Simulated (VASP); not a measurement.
## Ru: relaxation of cell and atoms with LDA

Crystal: Ru.

```xyz
1
Lattice="-1.5007 1.5007 1.5007 1.5007 -1.5007 1.5007 1.5007 1.5007 -1.5007" Properties=species:S:1:pos:R:3 pbc="T T T"
Ru    3.0014    0.0000    0.0000
```

The cell was built by a generator and needn't be a form met in nature.

```yaml
Program: VASP 6.6.1
Task: relaxation of cell and atoms
Functional: LDA
Potentials_or_basis: VASP PAW LDA potentials, release 64 (Ru_pv)
Cutoff: 600 eV
k_mesh: 18 × 18 × 18
Occupations: methfessel-paxton, width 0.1 eV
Spin: no spin polarisation
Further_INCAR_settings: ALGO = Normal; EDIFF = 1e-07; IBRION = 2; EDIFFG = -0.005; NSW = 90; ISIF = 3
```

```
Pressure after relaxing : 0.0 GPa
Band gap on the k mesh  : none (metal or under the smearing width)
```

Final structure:
```
CELL_PARAMETERS angstrom
-1.50072 1.50072 1.50072
1.50072 -1.50072 1.50072
1.50072 1.50072 -1.50072
ATOMIC_POSITIONS crystal
Ru 0.00000 0.00000 0.00000
```

Levels at points of the mesh, in eV from the Fermi level:
| k point | band 5 | band 6 | band 7 | band 8 | band 9 | band 10 |
| --- | --- | --- | --- | --- | --- | --- |
| (0.00, 0.00, 0.00) | -2.95 | -2.95 | -2.95 | -0.11 | -0.11 | 10.04 |
| (0.50, 0.00, 0.00) | -4.79 | -0.12 | 0.39 | 1.22 | 2.60 | 10.04 |
| (0.50, 0.50, 0.50) | -6.59 | 1.94 | 1.94 | 1.94 | 9.46 | 9.46 |

It took 18 s on 1 thread of Intel(R) Xeon(R) Platinum 8488C (Sapphire Rapids) (shared host), peak memory 0.15 GiB.

Caveat: the relaxation stopped at its first step, so nothing moved.
